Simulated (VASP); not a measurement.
# HfN (Fm-3m) in VASP: settings compared

One crystal, HfN, is run at these levels: PBEsol, PBE; tasks: relaxation of cell and atoms.

Program: VASP 6.6.1. These are calculated values, not measurements. Logs are shortened: lines on timing, memory, paths and dates and some standing lists are left out, and cuts for length are marked.

### Step 1. The structure

Symmetry: Fm-3m, No. 225, cubic system. The conventional cell has a = 4.512 Å, b = 4.512 Å, c = 4.512 Å, α = 90.00°, β = 90.00°, γ = 90.00°. Hf (site symmetry m-3m) has 6 N at 2.26 Å as nearest neighbours. Around N (site symmetry m-3m) lie 6 Hf at 2.26 Å.

### Step 2. Relaxation of cell and atoms, PBEsol

INCAR

```
SYSTEM = HfN
PREC = Accurate
ENCUT = 600
EDIFF = 1E-6
ISMEAR = 1
SIGMA = 0.1
LREAL = .FALSE.
LASPH = .TRUE.
NELM = 80
ALGO = Normal
ISIF = 3
LWAVE = .FALSE.
LCHARG = .FALSE.
GGA = PS
IBRION = 2
NSW = 90
EDIFFG = -0.01
KPAR = 2
```

KPOINTS

```
regular mesh
0
G
  14 14 14
  0 0 0
```

POSCAR

```
HfN
1.0
    0.0000000000      2.2560000000      2.2560000000
    2.2560000000      0.0000000000      2.2560000000
    2.2560000000      2.2560000000      0.0000000000
Hf N
1 1
Direct
    0.0000000000      0.0000000000      0.0000000000
    0.5000000000      0.5000000000      0.5000000000
```

Potentials or basis: VASP PAW PBE potentials, release 64 (Hf_pv, N).

Started as:

```
$ cat potpaw_PBE.64/Hf_pv/POTCAR potpaw_PBE.64/N/POTCAR > POTCAR
$ mpirun -np 2 vasp_std > vasp.out
```

OUTCAR:

```text
SYSTEM = HfN
   PREC = Accurate
   ENCUT = 600
   EDIFF = 1E-6
   ISMEAR = 1
   LREAL = .FALSE.
   LASPH = .TRUE.
   NELM = 80
   ISIF = 3
   GGA = PS
   IBRION = 2
   NSW = 90
   EDIFFG = -0.01

 ion  position               nearest neighbor table
   1  0.000  0.000  0.000-   2 2.26   2 2.26   2 2.26   2 2.26   2 2.26   2 2.26
   2  0.500  0.500  0.500-   1 2.26   1 2.26   1 2.26   1 2.26   1 2.26   1 2.26

  LATTYP: Found a face centered cubic cell.
 ALAT       =     4.5120000000

  Lattice vectors:

 A1 = (   0.0000000000,   2.2560000000,   2.2560000000)
 A2 = (   2.2560000000,   0.0000000000,   2.2560000000)
 A3 = (   2.2560000000,   2.2560000000,   0.0000000000)

Analysis of symmetry for initial positions (statically):
=====================================================================
 Subroutine PRICEL returns:
 Original cell was already a primitive cell.

 Routine SETGRP: Setting up the symmetry group for a
 face centered cubic supercell.

 Subroutine GETGRP returns: Found 48 space group operations
 (whereof 48 operations were pure point group operations)
 out of a pool of 48 trial point group operations.

The static configuration has the point symmetry O_h .

Analysis of symmetry for dynamics (positions and initial velocities):
=====================================================================
 Subroutine PRICEL returns:
 Original cell was already a primitive cell.

 Routine SETGRP: Setting up the symmetry group for a
 face centered cubic supercell.

 Subroutine GETGRP returns: Found 48 space group operations
 (whereof 48 operations were pure point group operations)
 out of a pool of 48 trial point group operations.

The dynamic configuration has the point symmetry O_h .

 Subroutine INISYM returns: Found 48 space group operations
 (whereof 48 operations are pure point group operations),
 and found     1 'primitive' translations

----------------------------------------------------------------------------------------

                                     Primitive cell

  volume of cell :      22.9640

  direct lattice vectors                    reciprocal lattice vectors
     0.000000000  2.256000000  2.256000000    -0.221631206  0.221631206  0.221631206
     2.256000000  0.000000000  2.256000000     0.221631206 -0.221631206  0.221631206
     2.256000000  2.256000000  0.000000000     0.221631206  0.221631206 -0.221631206

  length of vectors
     3.190465797  3.190465797  3.190465797     0.383876509  0.383876509  0.383876509

[... 103 lines left out ...]
  Thomas-Fermi vector in A             =   2.541355
   LORBIT       =      0    0 simple, 1 ext, 2 COOP (PROOUT), +10 PAW based schemes
   GGA     = PS    functional components
   LHFCALC =     F    Hartree Fock is set to
   AEXX    =    0.0000 exact exchange contribution
   IVDW    =     0    specifies the selected vdW correction
   LEPSILON=     F    determine dielectric tensor
   LRPA    =     F    only Hartree local field effects (RPA)
 conjugate gradient relaxation of ions
 non-spin polarized calculation
 Methfessel and Paxton  Order N= 1 SIGMA  =   0.10
  energy-cutoff  :      600.00
  volume of cell :       22.96
 maximum number of plane-waves:       779
 NGX is ok and might be reduce to    28
   NGX = 13   NGY = 13   NGZ = 13

--------------------------------------- Ionic step        1  -------------------------------------------

 number of electron      15.0000002 magnetization

 Free energy of the ion-electron system (eV)
  ---------------------------------------------------
  ext. energy  EPLUGINS =         0.00000000
  ---------------------------------------------------
  free energy    TOTEN  =       -22.98734307 eV

  energy without entropy =      -22.98673718  energy(sigma->0) =      -22.98714110

------------------------ aborting loop because EDIFF is reached ----------------------------------------

  FORCE on cell =-STRESS in cart. coord.  units (eV):
  Direction    XX          YY          ZZ          XY          YZ          ZX
  --------------------------------------------------------------------------------------
  -------------------------------------------------------------------------------------
  Total       -0.6032024     -0.6032024     -0.6032024      0.0000000     -0.0000000      0.0000000
  in kB      -42.0849066    -42.0849066    -42.0849066      0.0000000     -0.0000000      0.0000000
  external PRESSURE =     -42.0849066 kB  Pullay stress =       0.0000000 kB
[... 59 lines left out ...]
--------------------------------------- Ionic step        3  -------------------------------------------

 number of electron      15.0000002 magnetization

 Free energy of the ion-electron system (eV)
  ---------------------------------------------------
  ext. energy  EPLUGINS =         0.00000000
  ---------------------------------------------------
  free energy    TOTEN  =       -22.99186119 eV

  energy without entropy =      -22.99128561  energy(sigma->0) =      -22.99166933

 E-fermi :   8.3561     XC(G=0): -12.9921

 val. band max:        8.3344491001   @ k =   0.5000   0.2143   0.0000
 cond. band min:       8.3757041259   @ k =   0.1429   0.0000   0.0000
 fundamental gap:      0.0412550258
 Fermi energy:         8.3560820295

 k-point     1 :       0.0000    0.0000    0.0000
  band No.  band energies     occupation
      1     -22.6207      2.00000
      2     -22.6207      2.00000
      3     -22.6207      2.00000
      4      -9.1831      2.00000
      5       5.3624      2.00000
      6       5.3624      2.00000
      7       5.3624      2.00000
      8       7.9834      2.00000
      9       7.9834      2.00000
     10       7.9834      2.00000
     11      10.3602      0.00000
[... 309 lines left out ...]
 k-point    24 :       0.2857    0.1429    0.0000
  band No.  band energies     occupation
      1     -23.1468      2.00000
      2     -22.7411      2.00000
      3     -22.7247      2.00000
      4      -7.8531      2.00000
      5       1.5441      2.00000
      6       3.5355      2.00000
      7       3.9235      2.00000
      8       7.2731      2.00000
      9      10.8258      0.00000
     10      10.9395      0.00000
     11      12.3774      0.00000

 [... further k-points ...]

------------------------ aborting loop because EDIFF is reached ----------------------------------------

  FORCE on cell =-STRESS in cart. coord.  units (eV):
  Direction    XX          YY          ZZ          XY          YZ          ZX
  --------------------------------------------------------------------------------------
  -------------------------------------------------------------------------------------
  Total       -0.0050228     -0.0050228     -0.0050228     -0.0000000      0.0000000      0.0000000
  in kB       -0.3556441     -0.3556441     -0.3556441     -0.0000000      0.0000000      0.0000000
  external PRESSURE =      -0.3556441 kB  Pullay stress =       0.0000000 kB
[... 17 lines left out ...]
  FREE ENERGIE OF THE ION-ELECTRON SYSTEM (eV)
  ---------------------------------------------------
  free  energy   TOTEN  =       -22.9918611895 eV

  energy  without entropy=      -22.9912856081  energy(sigma->0) =      -22.99166933

 reached required accuracy - stopping structural energy minimisation
```

OSZICAR:

```text
N       E                     dE             d eps       ncg     rms          rms(c)
DAV:   1     0.449332703615E+02    0.44933E+02   -0.89941E+03  2288   0.144E+03
[... 23 lines left out ...]
DAV:   1    -0.230352481342E+02   -0.61252E-01   -0.12021E+00  2291   0.113E+01    0.385E+00
DAV:   2    -0.230021242340E+02    0.33124E-01   -0.55459E-02  2375   0.232E+00    0.180E+00
DAV:   3    -0.229921927082E+02    0.99315E-02   -0.21581E-02  2521   0.145E+00    0.110E+00
DAV:   4    -0.229919064104E+02    0.28630E-03   -0.11727E-03  2875   0.363E-01    0.677E-01
DAV:   5    -0.229918638718E+02    0.42539E-04   -0.13874E-04  2720   0.100E-01    0.745E-02
DAV:   6    -0.229918611085E+02    0.27632E-05   -0.13579E-05  2841   0.380E-02    0.150E-02
DAV:   7    -0.229918611895E+02   -0.80933E-07   -0.53958E-07  1507   0.810E-03
   3 F= -.22991861E+02 E0= -.22991669E+02  d E =-.451812E-02
```

CONTCAR:

```text
HfN
   1.00000000000000
     0.0000000000000000    2.2449355948716883    2.2449355948716883
     2.2449355948716883    0.0000000000000000    2.2449355948716883
     2.2449355948716883    2.2449355948716883    0.0000000000000000
  Hf              N
     1     1
Direct
     0.0000000000000000    0.0000000000000000    0.0000000000000000
     0.5000000000000000    0.5000000000000000    0.5000000000000000

  0.00000000E+00  0.00000000E+00  0.00000000E+00
  0.00000000E+00  0.00000000E+00  0.00000000E+00
```

Run time: 35 s. Hardware: 2 MPI ranks of AMD EPYC 7R13 (Zen 3), shared host; peak memory 0.16 GiB.

Results:

```
Free energy                            : -22.9919 eV
Relaxed volume                         : 11.31 Å³/atom
Relaxed cell                           : a = 3.175 Å, b = 3.175 Å, c = 3.175 Å, α = 60.00°, β = 60.00°, γ = 60.00°
Space group after relaxing (to 0.05 Å) : Fm-3m (No. 225)
Energy gained by relaxing              : 2.3 meV/atom
Ionic steps                            : 3
Pressure after relaxing                : 0.0 GPa
Band gap on the k mesh                 : none (metal or under the smearing width)
```

The path:
```
step  energy change (eV)  largest force (eV/Å)  pressure (GPa)  volume (Å³)
   1              0.0000                0.0000           -4.21        22.96
   2              0.0133                0.0000            9.07        21.98
   3             -0.0045                0.0000           -0.04        22.63
```

Final structure:
```xyz
2
Lattice="0.0000 2.2449 2.2449 2.2449 0.0000 2.2449 2.2449 2.2449 0.0000" Properties=species:S:1:pos:R:3 pbc="T T T"
Hf    0.0000    0.0000    0.0000
N     2.2449    2.2449    2.2449
```

Caveat: the PAW data sets were made with another functional, which shifts forces and pressure a little. The run has no spin-orbit coupling, so splittings on Hf are missing.

### Step 3. Relaxation of cell and atoms, PBEsol

This run uses another cell than the first one, of 11.31 Å³/atom, 0.985 times its volume.

Edit INCAR of step 2 so:

```diff
@@ -3,3 +3,3 @@
 ENCUT = 600
-EDIFF = 1E-6
+EDIFF = 1E-7
 ISMEAR = 1
@@ -16,3 +16,3 @@
 NSW = 90
-EDIFFG = -0.01
+EDIFFG = -0.005
 KPAR = 2
```

KPOINTS is that of step 2.

POSCAR

```
HfN                                     
1.0
    0.0000000000      2.2449355949      2.2449355949
    2.2449355949      0.0000000000      2.2449355949
    2.2449355949      2.2449355949      0.0000000000
  Hf              N             
     1     1
Direct
     0.0000000000000000    0.0000000000000000    0.0000000000000000
     0.5000000000000000    0.5000000000000000    0.5000000000000000
```

Potentials or basis: VASP PAW PBE potentials, release 64 (Hf_pv, N).

Started as:

```
$ cat potpaw_PBE.64/Hf_pv/POTCAR potpaw_PBE.64/N/POTCAR > POTCAR
$ mpirun -np 2 vasp_std > vasp.out
```

It took 19 s on 2 MPI ranks of AMD EPYC 7R13 (Zen 3), shared host; peak memory 0.15 GiB.

It converged, with:

```yaml
Free_energy: -22.9913 eV
Pressure_after_relaxing: 0.0 GPa
Band_gap_on_the_k_mesh: none (metal or under the smearing width)
```

Final structure:
```
Hf N
1.0
     0.00000    2.24494    2.24494
     2.24494    0.00000    2.24494
     2.24494    2.24494    0.00000
Hf N
1 1
Direct
  0.00000 0.00000 0.00000
  0.50000 0.50000 0.50000
```

Levels at points of the mesh, in eV from the Fermi level:
```csv
k point,band 5,band 6,band 7,band 8,band 9,band 10,band 11
"(0.00, 0.00, 0.00)",-2.99,-2.99,-2.99,-0.37,-0.37,-0.37,2.00
"(0.50, 0.00, 0.00)",-9.00,-6.26,-6.26,3.39,3.82,3.82,4.52
"(0.50, 0.50, 0.00)",-5.37,-3.92,-3.65,-3.65,4.20,5.70,5.84
```

Caveat: the relaxation stopped at its first step, so nothing moved; the PAW data sets were made with another functional, which shifts forces and pressure a little.

### Step 4. Relaxation of cell and atoms, PBE

INCAR

```
ALGO = Normal
EDIFF = 1E-6
EDIFFG = -0.01
ENCUT = 600
GGA = PE
IBRION = 2
ISIF = 3
ISMEAR = 1
KPAR = 2
LASPH = True
LCHARG = False
LREAL = False
LWAVE = False
NELM = 80
NSW = 90
PREC = Accurate
SIGMA = 0.1
```

KPOINTS

```
k-points
0
Gamma
  14 14 14
```

POSCAR

```
HfN
1.0
    0.0000000000      2.2560000000      2.2560000000
    2.2560000000      0.0000000000      2.2560000000
    2.2560000000      2.2560000000      0.0000000000
Hf N
1 1
Direct
    0.0000000000      0.0000000000      0.0000000000
    0.5000000000      0.5000000000      0.5000000000
```

Started as:

```
$ cat potpaw_PBE.64/Hf_pv/POTCAR potpaw_PBE.64/N/POTCAR > POTCAR
$ mpirun -np 2 vasp_std > vasp.out
```

Run time: 27 s. Hardware: 2 MPI ranks of Intel Xeon 6975P-C (Granite Rapids), shared host; peak memory 0.18 GiB.

Results (log left out):

- Free energy: -21.7552 eV
- Relaxed volume: 11.65 Å³/atom
- Relaxed cell: a = 3.206 Å, b = 3.206 Å, c = 3.206 Å, α = 60.00°, β = 60.00°, γ = 60.00°
- Space group after relaxing (to 0.05 Å): Fm-3m (No. 225)
- Energy gained by relaxing: 2.1 meV/atom
- Ionic steps: 3
- Pressure after relaxing: 0.0 GPa
- Band gap on the k mesh: none (metal or under the smearing width)

Step by step:
```csv
step,energy change (eV),largest force (eV/Å),pressure (GPa),volume (Å³)
1,0.0000,0.0000,4.07,22.96
2,0.0102,0.0000,-6.96,23.95
3,-0.0042,0.0000,-0.02,23.30
```

Final structure:
```
CELL_PARAMETERS angstrom
0.00000 2.26707 2.26707
2.26707 0.00000 2.26707
2.26707 2.26707 0.00000
ATOMIC_POSITIONS crystal
Hf 0.00000 0.00000 0.00000
N 0.50000 0.50000 0.50000
```

Levels at points of the mesh, in eV from the Fermi level:
| k point | band 4 | band 5 | band 6 | band 7 | band 8 | band 9 | band 10 | band 11 |
| --- | --- | --- | --- | --- | --- | --- | --- | --- |
| (0.00, 0.00, 0.00) | -17.44 | -3.01 | -3.01 | -3.01 | -0.34 | -0.34 | -0.34 | 1.70 |
| (0.50, 0.00, 0.00) | -14.78 | -8.82 | -6.13 | -6.13 | 3.23 | 3.65 | 3.65 | 4.38 |
| (0.50, 0.50, 0.00) | -16.35 | -5.41 | -3.76 | -3.68 | -3.68 | 4.05 | 5.45 | 5.47 |

### Step 5. Relaxation of cell and atoms, PBE

This run uses another cell than the first one, of 11.65 Å³/atom, 1.015 times its volume.

Edit INCAR of step 4 so:

```diff
@@ -1,4 +1,4 @@
 ALGO = Normal
-EDIFF = 1E-6
-EDIFFG = -0.01
+EDIFF = 1E-7
+EDIFFG = -0.005
 ENCUT = 600
```

KPOINTS is that of step 4.

POSCAR

```
HfN                                     
1.0
   -0.0000000000      2.2670663808      2.2670663808
    2.2670663808      0.0000000000      2.2670663808
    2.2670663808      2.2670663808      0.0000000000
  Hf              N             
     1     1
Direct
     0.0000000000000000    0.0000000000000000    0.0000000000000000
     0.5000000000000000    0.5000000000000000    0.5000000000000000
```

Started as:

```
$ cat potpaw_PBE.64/Hf_pv/POTCAR potpaw_PBE.64/N/POTCAR > POTCAR
$ mpirun -np 2 vasp_std > vasp.out
```

Wall time 17 s (2 MPI ranks of Intel Xeon 6975P-C (Granite Rapids), shared host); peak memory 0.17 GiB.

The run converged. Its results:

```
Free energy             : -21.7556 eV
Pressure after relaxing : 0.0 GPa
Band gap on the k mesh  : none (metal or under the smearing width)
```

Final structure:
```yaml
crystal:
  lattice:
    - [0.00000, 2.26707, 2.26707]
    - [2.26707, 0.00000, 2.26707]
    - [2.26707, 2.26707, 0.00000]
  atoms:
    - { symbol: Hf, position: [0.00000, 0.00000, 0.00000] }
    - { symbol: N, position: [0.50000, 0.50000, 0.50000] }
```

Levels at points of the mesh, in eV from the Fermi level:
```
           k point  band 5  band 6  band 7  band 8  band 9  band 10  band 11
(0.00, 0.00, 0.00)   -3.01   -3.01   -3.01   -0.34   -0.34    -0.34     1.70
(0.50, 0.00, 0.00)   -8.82   -6.13   -6.13    3.23    3.65     3.65     4.38
(0.50, 0.50, 0.00)   -5.41   -3.76   -3.68   -3.68    4.05     5.45     5.47
```

Caveat: the relaxation stopped at its first step, so nothing moved. The run has no spin-orbit coupling, so splittings on Hf are missing.
